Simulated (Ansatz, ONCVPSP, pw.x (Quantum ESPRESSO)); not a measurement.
**As (Z = 33): one change to the ONCV potential, in the atom and in the fcc crystal**

arsenic, optimised norm-conserving Vanderbilt (ONCV), made with ONCVPSP 4.0.1 (PBE, scalar-relativistic). Core [Ar] 3d10, reference 4s2 4p3. Waves: 4s: rc 1.45 bohr, ncon 4, nbas 8, qcut 3.8 1/bohr, 2 projectors, debl 2.3 Ha; 4p: rc 2.20 bohr, ncon 3, nbas 8, qcut 3.5 1/bohr, 2 projectors, debl 0.9 Ha. Local part: polynomial inside 1.30 bohr (lpopt 5, dvloc0 0 Ha). Core correction: Teter function, fcfact 2.75, rcfact 1.15.

Change: all radii but the core radius scaled by about 1.16 (s 1.68, p 2.54 bohr); local potential polynomial inside 1.50 bohr (lpopt 5, dvloc0 0 Ha).

Cutoffs, loose and tight: the cutoffs (Ha) at which the residual kinetic energy of the hardest occupied pseudo-wave falls to 1 and 0.1 mHa per electron. They do not see the model core or the augmentation charge, which bear on the density cutoff. Test errors are all-electron minus pseudo excitation energies from the reference, over the configurations 4s2 4p2; 4s2 4p1; 4s2 4p0; 4s0 4p5; variants that change the core or the reference have their own tests.

Crystal test: fcc As in pw.x 7.5, no spin, 13³ k-points, Fermi–Dirac smearing 0.01 Ry, cutoffs set for each file from its atomic test. The reference is all-electron LAPW (Ansatz 0.2.0) with the same functional, mesh and smearing; V0 and B0 come from Birch–Murnaghan fits to the pressures at five volumes. Errors are pseudo minus all-electron; Δ is the rms difference of the E(V) curves that follow from these fits, minima aligned, over ±6 % about the mean V0. Mesh and smearing are coarse, so the numbers serve the comparison and aren't converged zero-temperature values; the lattice is a test structure that the element need not adopt.

All-electron: a0 = 4.263 Å (V0 = 19.37 Å³/atom), B0 = 77.8 GPa.

Q: Does the change bring the crystal closer to the all-electron result?

A: The mean pressure error goes from -16.35 to -13.61 GPa, so the change moves the solid closer to the all-electron pressures. Neither pressure curve crosses zero within the volumes sampled, so no fits are given.

```
                       quantity       base    changed
                 outcome (atom)  generated  generated
           cutoff, loose (atom)      18 Ha      18 Ha
           cutoff, tight (atom)      63 Ha      57 Ha
            bound ghosts (atom)       none       none
largest test error (meV) (atom)       -104       -153
           cutoffs in pw.x (Ry)    145/580    135/540
      mean pressure error (GPa)     -16.35     -13.61
```

Base: This is a poor potential for the solid. Changed file: This is a poor potential for the solid.
